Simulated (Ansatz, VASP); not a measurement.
## One calculation of GaN, two programs

Contents of INCAR:

```
SYSTEM = GaN
  PREC = Accurate
  ENCUT = 520
  EDIFF = 1E-6
  ISMEAR = 0
  SIGMA = 0.02
  LREAL = .FALSE.
  LASPH = .TRUE.
  NELM = 100
  ALGO = Fast
  ISIF = 2
  LWAVE = .FALSE.
  LCHARG = .TRUE.
  GGA = PE
  LELF = .TRUE.
  LVHAR = .TRUE.
  NBANDS = 16
```

The input KPOINTS:

```
Automatic mesh
0
G
  10 10 10
  0 0 0
```

Contents of POSCAR:

```
GaN
1.0
    0.0000000000      2.1678675844      2.1678675844
    2.1678675844      0.0000000000      2.1678675844
    2.1678675844      2.1678675844      0.0000000000
Ga N
1 1
Direct
    0.0000000000      0.0000000000      0.0000000000
    0.7500000000      0.7500000000      0.7500000000
```

Input for Ansatz:

```yaml
crystal:
  lattice:
    - [0.0, 2.1678675844, 2.1678675844]
    - [2.1678675844, 0.0, 2.1678675844]
    - [2.1678675844, 2.1678675844, 0.0]
  atoms:
    - { symbol: Ga, position: [0.0, 0.0, 0.0] }
    - { symbol: "N", position: [0.75, 0.75, 0.75] }
basis:
  ecutwfc: 420
kpoints:
  mp_grid: { grid: [10, 10, 10] }
hamiltonian:
  xc: pbe
scf:
  occupations: { method: gaussian, width: 0.02 }
output:
  forces: true
  stress: true
  eigenvalues: true
```

Alike in both runs: task single point; functional PBE; k mesh 10 × 10 × 10; occupations gaussian, width 0.02 eV; no spin polarisation.

|  | VASP | Ansatz |
| --- | --- | --- |
| version | VASP 6.6.1 | Ansatz 0.2.0 |
| potentials or method | VASP PAW PBE potentials, release 64 (Ga_d, N) | scalar-relativistic, plane waves, PAW |
| plane-wave cutoff (eV) | 520 | 420 |
| valence electrons in the cell | 18 | 18 |

|  | VASP | Ansatz | Ansatz less VASP |
| --- | --- | --- | --- |
| gap on the k mesh at the Fermi level (eV) | 2.47 | 2.46 | -0.016 |
| least direct gap on the mesh (eV) | 2.47 | 2.46 | -0.016 |
| pressure (GPa) | 33.6 | 33.9 | +0.32 |

Caveats: so large a pressure means that the cell lies far from this level's equilibrium, or that cutoff or potentials fall short (VASP).
